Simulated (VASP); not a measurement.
Input of a VASP 6.6.1 run:

File INCAR:

```
PREC = Accurate ; ENCUT = 520
EDIFF = 1E-6 ; ISMEAR = -1
SIGMA = 0.05 ; LREAL = Auto
LASPH = True ; NELM = 100
ALGO = Normal ; ISIF = 2
LWAVE = False ; LCHARG = False
GGA = CA ; NBANDS = 70
```

KPOINTS

```
regular mesh
0
Gamma
  2 2 2
```

POSCAR

```
H4CN2O
1.0
    0.0000000000      5.6398400000      4.7358900000
    5.6398400000      0.0000000000      4.7358900000
    5.6398400000      5.6398400000      0.0000000000
H C N O
16 4 8 4
Direct
    0.2383472473      0.9927835433      0.3464033839
    0.3417311786      0.3712710237      0.4075453966
    0.8480981434      0.4742932128      0.3241514239
    0.3291325132      0.3359589480      0.9157077660
    0.7330999253      0.2058154633      0.8672114310
    0.0834109682      0.9226723657      0.7278354502
    0.3842104843      0.5931348510      0.1427902817
    0.8889738392      0.1455307628      0.1048132185
    0.8076753727      0.4392074729      0.8559533827
    0.8620604074      0.8154278788      0.8349558200
    0.4827849038      0.7775273078      0.8826261717
    0.8751817403      0.8706780664      0.3032736769
    0.2468442020      0.7329927452      0.3590417806
    0.6238509507      0.3870889149      0.2702524281
    0.7108196275      0.3015349669      0.5623725198
    0.4524173927      0.5806302498      0.6796537298
    0.4136234369      0.9151447566      0.0806813661
    0.1137259329      0.5827640616      0.8387124342
    0.8752898071      0.4440187072      0.5953192882
    0.5963154251      0.0660521552      0.3807867622
    0.3070940607      0.8601416648      0.2890398722
    0.5051793906      0.2970351879      0.3526995564
    0.8396716154      0.3857580292      0.4763054335
    0.3166834949      0.4997206023      0.7968764643
    0.7492257456      0.3642502853      0.8167229338
    0.0248918313      0.7928214180      0.7657334347
    0.4232793444      0.7538383674      0.0405990635
    0.8186317729      0.0418189555      0.2614697903
    0.4806426879      0.0806668020      0.9242730544
    0.9903986842      0.4308969962     -0.0304601044
   -0.0049455233      0.5745744631      0.5207225666
    0.4904926457      0.9160011707      0.5333307252
```

Potentials or basis: VASP PAW LDA potentials, release 64 (H, C, N, O).

The run is started by

```console
$ cat potpaw_LDA.64/H/POTCAR potpaw_LDA.64/C/POTCAR potpaw_LDA.64/N/POTCAR potpaw_LDA.64/O/POTCAR > POTCAR
$ mpirun -np 1 vasp_std > vasp.out
```

Predict the largest force.

8.076 eV/Å.

Predict the pressure.

-0.7 GPa.

Forces on the atoms (eV/Å):
```
H   -2.842  0.498 -1.312
H   -0.520  0.829 -0.340
H   -0.501 -0.398  1.533
H   -0.786 -0.510  1.183
H    1.486  0.285 -0.280
H   -0.906  0.414 -0.236
H    1.064 -0.176  1.313
H    0.122 -0.333  1.186
H    0.016  1.198 -1.383
H    0.517 -0.953 -0.947
H    0.015 -0.287  0.524
H    0.643 -0.174  1.079
H   -0.071  0.397 -4.375
H   -0.060 -0.270  0.648
H    0.218  0.516  0.091
H    0.706 -0.134 -0.872
C   -3.048 -1.096 -2.572
C   -0.104 -0.206 -3.664
C    0.246 -1.490 -0.240
C    3.634 -0.118  1.752
N    6.597  0.877  4.574
N   -2.181  0.682 -1.630
N    1.028  1.440 -1.093
N   -0.946  2.036  2.255
N   -1.685 -0.570  1.300
N    0.799 -0.264  1.579
N   -3.060 -0.280 -1.040
N   -0.936  0.562 -3.422
O    0.952 -0.007  3.044
O    1.271 -1.127  0.743
O   -1.213 -0.817  0.239
O   -0.455 -0.526  0.362
```

Caveat: the k mesh is coarse (spacing up to 0.51 Å⁻¹), so the values aren't converged; the standard files for N, O and F lose accuracy on very short bonds; forces of over 1 eV/Å show positions far from the minimum, so gaps and moduli don't describe the material at rest.
